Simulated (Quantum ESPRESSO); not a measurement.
Crystal: ZnS.

```
Zn S
1.0
     0.04781    2.70682    2.71000
     2.73372    0.03619    2.72162
     2.73667    2.72139    0.03324
Zn S
1 1
Direct
  0.75000 0.75000 0.75000
  0.00000 0.00000 0.00000
```

The cell isn't the ideal one: cell strained at random at fixed volume.

```yaml
Program: Quantum ESPRESSO 7.5
Task: relaxation of cell and atoms
Functional: PBEint
Potentials_or_basis: GBRV 1.5 PBE
Cutoff: 612 eV
Density_cutoff: 4898 eV
k_mesh: 4 × 4 × 4
Occupations: fixed
Spin: collinear spin, ferromagnetic start
Starting_moments: "[0.5, 0.0] μB"
Fixed_moment: 0 μB
```

At the start: pressure -0.7 GPa; volume 19.73 Å³/atom.

Where does the relaxation end?

Over 17 steps the energy falls by 2.9 meV/atom and the volume is 19.53 Å³/atom (-1.0 %); space group F-43m (No. 216, to 0.05 Å); moment 0.00 μB per cell.

The path:
| step | energy change (eV) | largest force (eV/Å) | pressure (GPa) | volume (Å³) |
| --- | --- | --- | --- | --- |
| 1 | 0.0000 | 0.1290 | -0.72 | 39.45 |
| 2 | -0.0013 | 0.1068 | -0.64 | 39.40 |
| 3 | -0.0031 | 0.0641 | -0.48 | 39.30 |
| 4 | -0.0047 | 0.0064 | -0.24 | 39.17 |
| 5 | -0.0050 | 0.0626 | 0.05 | 39.02 |
| 6 | -0.0050 | 0.0610 | 0.05 | 39.02 |
| 7 | -0.0051 | 0.0579 | 0.04 | 39.02 |
| 8 | -0.0051 | 0.0533 | 0.04 | 39.02 |
| 9 | -0.0052 | 0.0476 | 0.03 | 39.03 |
| 10 | -0.0053 | 0.0408 | 0.02 | 39.03 |
| 11 | -0.0054 | 0.0334 | 0.02 | 39.04 |
| 12 | -0.0055 | 0.0256 | 0.01 | 39.04 |
| 13 | -0.0056 | 0.0171 | 0.00 | 39.04 |
| 14 | -0.0056 | 0.0085 | 0.00 | 39.05 |
| 15 | -0.0057 | 0.0021 | -0.01 | 39.05 |
| 16 | -0.0058 | 0.0065 | -0.02 | 39.06 |
| 17 | -0.0058 | 0.0098 | -0.02 | 39.06 |

Final structure:
```cif
data_structure
_symmetry_space_group_name_H-M 'P 1'
_symmetry_Int_Tables_number 1
_cell_length_a 3.8071
_cell_length_b 3.8114
_cell_length_c 3.8111
_cell_angle_alpha 59.907
_cell_angle_beta 59.978
_cell_angle_gamma 59.959
_cell_volume 39.06
loop_
_atom_site_label
_atom_site_type_symbol
_atom_site_fract_x
_atom_site_fract_y
_atom_site_fract_z
_atom_site_occupancy
Zn1 Zn 0.74995 0.75001 0.75002 1
S1 S 0.00005 0.99999 0.99998 1
```

Caveat: the k mesh is coarse (spacing up to 0.51 Å⁻¹), so the values aren't converged; the potentials were made for another functional, which shifts forces and pressure; the total moment is fixed, so each spin has its own Fermi level.
